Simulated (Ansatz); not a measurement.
# MgO (Fm-3m): the host for defect calculations

Aim: the runs on the perfect crystal MgO (Fm-3m) that a defect calculation needs first.

Program: Ansatz 0.2.0. Level of theory: plane-wave PAW DFT, PBEsol; relaxation of the host's cell and atoms; PAW set soft_1, in the first sound run; inputs show where later runs differ. Results are calculated unless marked as measured.

Experimental background.

For MgO, rocksalt (phase in multiphase steam-pyrolysed phosphate tailings), “Study on Pyrolysis Characteristics of Phosphate Tailings under H2O Atmosphere” (2024, pmc:11084758) gives, by powder XRD, Rietveld refinement: lattice constant a 4.21322 ± 5e-05 Å [refined as one phase in multiphase pyrolysed phosphate tailings, not a pure sample].

“Infrared Optical Properties of Ferropericlase (Mg1-xFexO): Experiment and Theory” (2007, arxiv:0704.2267) reports for MgO, rocksalt, by infrared reflectance, oscillator fit (wedged single crystal slab, 295 K): ε∞ (high-frequency dielectric constant) 2.95 ± 0.1.

### Step 1. Set-up

Symmetry: Fm-3m, No. 225, cubic system. The conventional cell has a = 4.194 Å, b = 4.194 Å, c = 4.194 Å, α = 90.00°, β = 90.00°, γ = 90.00°. Nearest to Mg lie 6 O at 2.10 Å. O has 6 Mg at 2.10 Å nearest. Farther neighbours and most contacts between anions are not listed.

### Step 2. Host cell relaxation

Lattice and positions are set free, within the symmetry that the program keeps.

cell/input.yaml reads:

```yaml
crystal:
  lattice:
    - [0.0, 2.0970014, 2.0970014]
    - [2.0970014, 0.0, 2.0970014]
    - [2.0970014, 2.0970014, 0.0]
  atoms:
    - { symbol: Mg, position: [0.0, 0.0, 0.0] }
    - { symbol: O, position: [0.5, 0.5, 0.5] }
basis:
  ecutwfc: 420
  xc_grid: 2
hamiltonian:
  xc: pbesol
  pseudopotentials: { kind: paw, azcp: { folder: soft_1 }, xc_functional: pbe }
kpoints:
  mp_grid: { grid: [11, 11, 11] }
scf:
  occupations: { method: fixed }
  max_iter: 100
relax:
  f_tol: 0.005
  max_steps: 60
  cell: {}
output:
  forces: true
  stress: true
checkpoint:
  write: "../cell.run"
  compress: false
  write_wavefunctions: false
  write_every: 100000
```

Command:

```console
$ ansatz run input.yaml --threads 32 --pin off --max-ram 84787MiB --backend cuda --events-out ev --progress --plain --runs-dir out --max-vram 78GiB
```

Numbers of over 12 decimals in the logs are rounded to 6 here.

Log:

```text
[... repeated set-up lines and file paths are left out, and long positions are rounded to six places ...]
Engine: ansatz 0.2.0, aarch64-unknown-linux-gnu
Pseudopotentials: kind: paw
Pseudopotential: Mg, paw, valence charge 10, recommended cutoff 420 eV (normal), soft_1/Mg.paw.azcp
Pseudopotential: O, paw, valence charge 6, recommended cutoff 420 eV (normal), soft_1/O.paw.azcp
Functional definition: PBEsol
  exchange = pbesol_x
  correlation = pbesol_c
[...]
Crystal: 2 atoms, lattice volume = 18.443 Å³
Basis set: ecut = 420 eV, 339 PW (Γ), exchange–correlation on 40×40×40 points (8 copies of the dense FFT grid, shifted against one another)
Bands: 12, of which v1, the nominal top of the filled ones, is band 8 counted from 1 (7 counted from 0)
Symmetry: 48 space group operations
Space group: Fm-3m (ITA 225), of the structure as read, at distance tolerance 2.6e-5 Å
k-points: 56 of 1331
Non-local potential: Mg, projectors of the file, l = 0: 3, l = 1: 2, l = 2: 1
Non-local potential: O, projectors of the file, l = 0: 2, l = 1: 2, l = 2: 1
PAW form: soft (Blöchl's): semilocal exchange-correlation on the pseudo side does not see the compensation charge
PAW frozen core: Mg, regenerated for the run's functional, and the local potential with it (the file was generated under x = pbe(κ = 0.804, μ = 0.219515), c = pbe(β = 0.066725))
PAW frozen core: O, regenerated for the run's functional, and the local potential with it (the file was generated under x = pbe(κ = 0.804, μ = 0.219515), c = pbe(β = 0.066725))
PAW one-centre angular grid: Mg, 110 points (default); XC on 64 Gauss nodes
PAW one-centre angular grid: O, 110 points (default); XC on 64 Gauss nodes
Initial density: superposition of atomic densities (chi_scale 0.1, normalization cell, long waves kept (reshape's long-wave potential 0.00 eV rms))
Initial wavefunctions: pseudopotential atomic-orbital guess
[...]
Functional: x = pbesol(κ = 0.804, μ = 0.123457), c = pbesol(β = 0.046)
SCF iter   1: F=—  HF=-2475.874153 eV  |Δ(HF+E_count)|=         —  Δρ=7.12e-2  dr2=4.69e-1  Hψ=3769
preconditioner: auto → none  [insulator: Δε(μ)=4.425 eV  Ē_g=18.344 eV  n_scr=8 (ndim 8)  ℏωp=24.5 eV  f_vac=0.000  ε∞_Penn≈2.8]
SCF iter   2: F=—  HF=-2475.835221 eV  |Δ(HF+E_count)|=   3.89e-2  Δρ=2.73e-2  dr2=8.36e-2  Hψ=1470
[...]
SCF iter   7: F=-2475.872195 eV  HF=-2475.872195 eV  |Δ(HF+E_count)|=   2.22e-7  Δρ=3.80e-6  dr2=1.03e-9  Hψ=2160
SCF 1 converged in 7 iterations: F = -2475.872195 eV  dr2 = 1.03e-9
  greatest PAW one-centre occupation: 1.000 electrons in one spin orbital (limit 2), on the Mg atom at site 0 (counted from 0), in its partial waves of l = 0
relax step   1: F+E_penalty+E_count = -2475.87219529 eV  Δ(F+E_penalty+E_count) = +0.000e0 eV  max|allowed force component| = 1.637e-25 eV/Å  Δτ_max = 0.0000 Å  P = +2.423 GPa  Ω = 18.443 Å³  (7 SCF iters, dr2 threshold 1.00e-7 eV, accepted)
[... the SCF cycles and remarks between the steps are left out from here to the last step ...]
relax step   2: F+E_penalty+E_count = -2475.87325535 eV  Δ(F+E_penalty+E_count) = -1.060e-3 eV  max|allowed force component| = 3.123e-26 eV/Å  Δτ_max = 0.0000 Å  P = +1.383 GPa  Ω = 18.556 Å³  energy of the carried Pulay correction = -2.804e-4 eV  (4 SCF iters, dr2 threshold 2.00e-7 eV, accepted)
relax step   3: F+E_penalty+E_count = -2475.87354528 eV  Δ(F+E_penalty+E_count) = -2.899e-4 eV  max|allowed force component| = 4.825e-25 eV/Å  Δτ_max = 0.0000 Å  P = +0.026 GPa  Ω = 18.708 Å³  energy of the carried Pulay correction = -6.555e-4 eV  (4 SCF iters, dr2 threshold 2.00e-7 eV, accepted)
relax step   4: F+E_penalty+E_count = -2475.87419241 eV  Δ(F+E_penalty+E_count) = -6.471e-4 eV  max|allowed force component| = 3.366e-28 eV/Å  Δτ_max = 0.0000 Å  P = +0.100 GPa  Ω = 18.708 Å³  stress off target by 1.00e-1 GPa  SCF on the basis re-selected at this cell (its energy is not comparable with the rows above)  (5 SCF iters)
relax step   5: F+E_penalty+E_count = -2475.87416753 eV  Δ(F+E_penalty+E_count) = +2.489e-5 eV  max|allowed force component| = 3.554e-26 eV/Å  Δτ_max = 0.0000 Å  P = +0.003 GPa  Ω = 18.719 Å³  energy of the carried Pulay correction = -2.853e-5 eV  (3 SCF iters, dr2 threshold 2.50e-8 eV, accepted)
[...]
iter 1 solved again at ethr=3.61e-8 eV; its pass at ethr=3.10e-3 eV (dr2=5.78e-6 eV) is discarded
SCF iter   1: F=—  HF=-2475.874173 eV  |Δ(HF+E_count)|=         —  Δρ=1.05e-5  dr2=1.02e-8  Hψ=5685
[...]
SCF iter   2: F=—  HF=-2475.874168 eV  |Δ(HF+E_count)|=   5.54e-6  Δρ=5.21e-6  dr2=2.04e-9  Hψ=1143
SCF iter   3: F=—  HF=-2475.874168 eV  |Δ(HF+E_count)|=   1.87e-9  Δρ=2.73e-6  dr2=1.01e-9  Hψ=1102
SCF iter   4: F=—  HF=-2475.874168 eV  |Δ(HF+E_count)|=  2.16e-10  Δρ=4.99e-7  dr2=2.02e-11  Hψ=879
SCF iter   5: F=-2475.874168 eV  HF=-2475.874168 eV  |Δ(HF+E_count)|=  3.64e-12  Δρ=6.04e-8  dr2=4.07e-13  Hψ=3614
SCF 6 converged in 5 iterations: F = -2475.874168 eV  dr2 = 4.07e-13
relax step   6: F+E_penalty+E_count = -2475.87416753 eV  Δ(F+E_penalty+E_count) = -1.279e-9 eV  max|allowed force component| = 1.430e-28 eV/Å  Δτ_max = 0.0000 Å  P = +0.004 GPa  Ω = 18.719 Å³  stress off target by 4.26e-3 GPa  SCF on the basis re-selected at this cell (its energy is not comparable with the rows above)  (5 SCF iters)
basis re-selected at this cell: Δ(F+E_penalty+E_count) = -1.279e-9 eV, ΔP = +0.001 GPa vs the last step (what re-selecting the basis moved, of the pressure what is left beyond the Pulay correction that the steps carried, after the strain that the cell walked [...]
SCF converged after 5 iterations
Free energy (F): -2475.874168 eV
Harris-Foulkes:  -2475.874168 eV  (|F-HF|=1.36e-12)
Internal energy: -2475.874168 eV  (E = F + TS)
E sigma→0 (E₀):  -2475.874168 eV
Fermi energy:    7.909640 eV
--- Per-component energies (eV) ---
  E_band       = -293.695740
  E_kinetic    = 242.687144
  E_local      = -1692.713736  (includes V_loc(G=0)·N_el)
  E_nonlocal   = 247.638267
  E_hartree    = 560.567536
  E_xc         = -99.358358
  E_vxc        = -127.983683  (∫ρ·V_xc dr)
  E_paw        = -446.280892  (= ΣΔE_a)
  E_vpaw       = -84.459549  (= ΣTr[D̂ρ^β])
  E_aug_tail   = 0.000732  (compensation charges beyond the density's cutoff)
  E_ewald      = -1288.509011
  E_core_change = 0.094150  (= ΣΔE_core)
  E_smearing   = -0.000000  (= −TS)
  E_closure    = -0.000000  (closes the sum)
  Σ components = -2475.874168   (vs F -2475.874168, Δ=0.00e0)
--- Forces (eV/Å), atoms counted from 1 ---
  atom   1  Mg     0.00000000    -0.00000000     0.00000000
  atom   2  O     -0.00000000     0.00000000    -0.00000000
  max |Σ_I F_I| component: 1.68e-29 eV/Å
--- Stress (GPa, compression-positive) ---
        0.004259      -0.000000      -0.000000
       -0.000000       0.004259      -0.000000
       -0.000000      -0.000000       0.004259
  P = ⅓ Tr σ = 0.0043 GPa (0.043 kbar)
--- Band table (eV; the first three rows and the last of 56) ---
  k-point 0: bands = [... 4 lower, -9.2704, 7.9096, 7.9096, 7.9096, 12.5307, 23.5497, 23.5497, 23.5497]
  k-point 1: bands = [... 4 lower, -9.1783, 7.3507, 7.8533, 7.8533, 13.0672, 22.4386, 23.7486, 23.7486]
  [... further k-points left out ...]
--- Relaxed structure (4 steps of the walk, 4 accepted, 2 SCFs on fresh bases) ---
  F+E_penalty+E_count = -2475.87416753 eV   max|allowed force component| = 1.430e-28 eV/Å   (the final SCF, on the basis selected at the relaxed cell)
  cell:  # Å, volume = 18.7194 Å³
    - [0, 2.107433, 2.107433]
    - [2.107433, 0, 2.107433]
    - [2.107433, 2.107433, 0]
  atoms:
    - { symbol: Mg, position: [0, 0, 0] }
    - { symbol: O, position: [0.500000, 0.500000, 0.500000] }
```

Run time: 2.1 s. Hardware: 1 × NVIDIA GB200 with 32 threads of Arm Neoverse V2, shared host; peak memory 0.97 GiB.

The steps of the relaxation:

| step | energy less that of the first step (eV) | largest force component (eV/Å) | pressure (GPa) | volume (Å³) |
| --- | --- | --- | --- | --- |
| 1 | 0.0000 | 0.0000 | 2.42 | 18.44 |
| 2 | -0.0011 | 0.0000 | 1.38 | 18.56 |
| 3 | -0.0014 | 0.0000 | 0.03 | 18.71 |
| 4 | -0.0020 | 0.0000 | 0.10 | 18.71 |
| 5 | -0.0020 | 0.0000 | 0.00 | 18.72 |
| 6* | -0.0020 | 0.0000 | 0.00 | 18.72 |

Relaxation steps marked * repeat the geometry before them on a plane-wave basis chosen anew for their cell, so energy and pressure can jump there. The log counts 2 steps on a newly chosen plane-wave basis, not all of them marked here; energy and pressure can jump at such steps.

Forces are held to the 48 operations that the run works with; a distortion that breaks them can't arise in this run.

| conventional cell, symmetrised | before | after | change |
| --- | --- | --- | --- |
| a (Å) | 4.194 | 4.215 | +0.5 % |
| b (Å) | 4.194 | 4.215 | +0.5 % |
| c (Å) | 4.194 | 4.215 | +0.5 % |
| volume (Å³/atom) | 9.22 | 9.36 | +1.5 % |

The relaxed structure:

```xyz
2
Lattice="0.0000 2.1074 2.1074 2.1074 0.0000 2.1074 2.1074 2.1074 0.0000" Properties=species:S:1:pos:R:3 pbc="T T T"
Mg    0.0000    0.0000    0.0000
O     2.1074    2.1074    2.1074
```

Numbers from this step:

| Property | Result |
| --- | --- |
| pressure | 0.004259 GPa |

The relaxation ends with a pressure of 0.00 GPa.

### Step 3. Dielectric tensors of the host

The response to a uniform electric field gives the electronic dielectric tensor.

This step: plane-wave PAW DFPT, PBEsol; dielectric tensors, Born charges and zone-centre modes of the host; PAW set soft_1 (Ansatz 0.2.0).

eps/input.yaml reads:

```yaml
crystal:
  lattice:
    - [0.0, 2.1074328536, 2.1074328536]
    - [2.1074328536, 0.0, 2.1074328536]
    - [2.1074328536, 2.1074328536, 0.0]
  atoms:
    - { symbol: Mg, position: [0.0, 0.0, 0.0] }
    - { symbol: O, position: [0.5, 0.5, 0.5] }
basis:
  ecutwfc: 420
hamiltonian:
  xc: pbesol
  pseudopotentials: { kind: paw, azcp: { folder: soft_1 }, xc_functional: pbe }
kpoints:
  mp_grid: { grid: [10, 10, 10] }
scf:
  occupations: { method: fixed }
  max_iter: 100
phonons:
  method: dfpt
  dielectric: true
  rigid_motions: translations
```

Log:

```text
[...]
device memory: the entry about to start is reckoned to put 1.3 GiB on a device that reports 166.8 GiB free (of which the cap on the GPU budget leaves the run 78.0 GiB)
GPU FFT provider: cuFFT
GPU libraries: cuBLAS 13.8.1, cuFFT 12.4.0, cuSOLVER 12.3.2
GPU matrix products: emulated (plane waves: as basis.precision tells), large ones in fixed point in workspaces of 1.00 GiB
Crystal: 2 atoms, lattice volume = 18.719 Å³
Basis set: ecut = 420 eV, 339 PW (Γ), exchange–correlation on 40×40×40 points (8 copies of the dense FFT grid, shifted against one another)
Bands: 12, of which v1, the nominal top of the filled ones, is band 8 counted from 1 (7 counted from 0)
Symmetry: 48 space group operations
k-points: 102 of 1000 (irreducible under 8 space group operations, time reversal used)
[...]
GPU buffer pool allocated for 8000 grid points (all kernels)
GPU transforms: local potential and band sums: pruned to the plane-wave sphere, on 20×20×20
[...]
SCF iter   1: F=—  HF=-2475.879004 eV  |Δ(HF+E_count)|=         —  Δρ=7.13e-2  dr2=4.75e-1  Hψ=6849
[...]
SCF iter   8: F=-2475.874204 eV  HF=-2475.874204 eV  |Δ(HF+E_count)|=  5.84e-10  Δρ=5.19e-7  dr2=2.70e-11  Hψ=8588
SCF 1 converged in 8 iterations: F = -2475.874204 eV  dr2 = 2.70e-11
[...]
the response reads at least the filled bands of the reference SCF and the lowest empty band at each k-point, and that SCF's band table does not vouch for those bands. The notice of the band table in this run's record says why
NSCF: frozen V_eff on 1 k-points
[...]
DFPT response loops at Γ: preconditioner auto → none (the input reference at scf.mixing.eps_inf says where Resta's filter doesn't serve); β = 0.50; Broyden in place of MSR1
SCF converged after 8 iterations
Free energy (F): -2475.874204 eV
[...]
Internal energy: -2475.874204 eV  (E = F + TS)
E sigma→0 (E₀):  -2475.874204 eV
Fermi energy:    7.909657 eV
[...]
--- Band table (eV; the first three rows and the last of 102) ---
  k-point 0: bands = [... 4 lower, -9.2703, 7.9097, 7.9097, 7.9097, 12.5307, 23.5497, 23.5497, 23.5497]
  k-point 1: bands = [... 4 lower, -9.1593, 7.2485, 7.8420, 7.8420, 13.1640, 22.2787, 23.7873, 23.7873]
  [... further k-points left out ...]
--- Phonons (Γ-DFPT): 2 representative perturbations + reference, on 102 of 1000 k-points (Σ response iterations 10) ---
  k mesh reduced under 8 symmetry operations, with k and −k counted as one. Each operation leaves every solved perturbation unchanged. A smaller set is not considered because the run solves the response to a homogeneous field
  ASR residual: 3.535e-4 → 0.000e0 eV/Å²; symmetrization residual: 1.382e-6 eV/Å²
  ASR residual per site (eV/Å²): 3.11e-4 3.53e-4
  Γ frequencies (cm⁻¹): 0.00 0.00 0.00 387.21 387.21 387.21
  ε∞ (high-frequency dielectric tensor):
        3.244612    -0.000000     0.000000
        0.000000     3.244612    -0.000000
        0.000000     0.000000     3.244612
  ε⁰ (static dielectric tensor: ions relaxed, cell fixed):
       10.371968     0.000000     0.000000
        0.000000    10.371968    -0.000000
       -0.000000     0.000000    10.371968
  ε⁰ − ε∞ (ionic part):
        7.127357     0.000000    -0.000000
        0.000000     7.127357     0.000000
       -0.000000     0.000000     7.127357
  softest optical mode at Γ: 387.21 cm⁻¹; the repairs (sum rule, projections) moved no ω² at Γ by more than (2.48 cm⁻¹)²
  Born effective charges Z* (e; rows j = field, columns β = displacement):
    site 0:
         1.98046    0.00000   -0.00000
         0.00000    1.98046    0.00000
         0.00000   -0.00000    1.98046
    site 1:
        -1.98046   -0.00000    0.00000
        -0.00000   -1.98046    0.00000
         0.00000    0.00000   -1.98046
  Z* charge neutrality: 7.455e-6 e pre-enforcement
  k-mesh period / interband length: 29.8 Å / 1.44 Å = 20.66 at k = (0.0000, 0.0000, 0.0000), direct gap 4.621 eV — 14 or more, which is no proof of convergence
  optical modes at Γ without the LO–TO term, one row a degenerate level:
      ω (cm⁻¹)  modes    IR ((D/Å)²/amu)
        387.21      3            28.1369
  optical modes at Γ + LO–TO along q̂ = [1.0000, 0.0000, 0.0000]:
      ω (cm⁻¹)  modes    IR ((D/Å)²/amu)
        387.21      2            18.7580
        692.30      1             9.3790
  optical modes at Γ + LO–TO along q̂ = [0.0000, 1.0000, 0.0000]:
      ω (cm⁻¹)  modes    IR ((D/Å)²/amu)
        387.21      2            18.7580
        692.30      1             9.3790
  optical modes at Γ + LO–TO along q̂ = [0.0000, 0.0000, 1.0000]:
      ω (cm⁻¹)  modes    IR ((D/Å)²/amu)
        387.21      2            18.7580
        692.30      1             9.3790
```

Wall time 3.3 s (1 × NVIDIA GB200 with 32 threads); peak memory 1.2 GiB.

Reading the cycles: dr2 is the Hartree energy of the density residual (eV), the measure of convergence; HF is the Harris–Foulkes estimate of the energy, which meets the free energy F at convergence.

Electronic dielectric tensor:

```
3.24 0.00 0.00
0.00 3.24 0.00
0.00 0.00 3.24
```

Static dielectric tensor:

```
10.37  0.00  0.00
 0.00 10.37  0.00
 0.00  0.00 10.37
```

The electronic dielectric tensor is isotropic, 3.24. The static dielectric tensor is isotropic, 10.37.

(Continued in part 2 of 2.)

[Logs are printed without paths, hosts, clocks, repeated set-up lines and the standing remarks that a program may print on its own settings, such as how far it seeks lower states.]

[Hosts, paths, dates, database ids (printed as entryN), source tags and the programs' standing remarks are cut or masked in the printed files.]

[Runs of the host that timed out are not shown.]

[For some hosts the program warned that the k-mesh of the response run may be too coarse for force constants and the static dielectric constant; such warnings are not always shown.]
